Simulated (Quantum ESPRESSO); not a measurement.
## KI under changes of volume

One of the cells (44.091 Å³/atom); the others are scaled copies at fixed shape and fractional positions:

```
I K
1.0
     0.00000    3.53277    3.53277
     3.53277    0.00000    3.53277
     3.53277    3.53277    0.00000
I K
1 1
Direct
  0.50000 0.50000 0.50000
  0.00000 0.00000 0.00000
```

```yaml
Program: Quantum ESPRESSO 7.5
Functional: r2SCAN
Potentials_or_basis: SG15 PBE 1.2
Cutoff: 1020 eV
Density_cutoff: 4082 eV
k_mesh: 5 × 5 × 5
Occupations: fermi-dirac, width 0.05 eV
Spin: no spin polarisation
```

```tsv
volume (Å³/atom)	energy over the lowest point (meV/atom)	pressure (GPa)	gap on the mesh (eV)
41.445	?	?	?
42.327	2.42	0.5	4.68
43.209	0.45	0.2	4.62
44.091	0.00	-0.1	4.57
44.973	0.92	-0.3	4.52
45.854	3.07	-0.5	4.48
46.736	6.32	-0.7	4.43
```

**Question.** What does the run at 41.445 Å³/atom give?

**Answer.** Energy over the lowest point 6.11 meV/atom; pressure 0.8 GPa; gap on the mesh 4.73 eV.

Worked out: A Birch-Murnaghan fit of order 3 (a polynomial in V^(-2/3)) to the other rows has its minimum at 43.92 Å³/atom with B0 = V·E''(V) = 12.6 GPa and B' = 4.4. It gives 6.09 meV/atom at 41.445 Å³/atom, against the run's 6.11, and -dE/dV = 0.8 GPa, against 0.8. A straight line through the other rows of the gap, of slope -2.48 eV per unit of ln V (its deformation potential), extrapolates to 4.73 eV, against the run's 4.73.

Energies are extrapolated to zero smearing.

Caveats: the potentials were made for another functional, which shifts forces and pressure; spin-orbit coupling is left out, which moves the levels of the heavy elements.
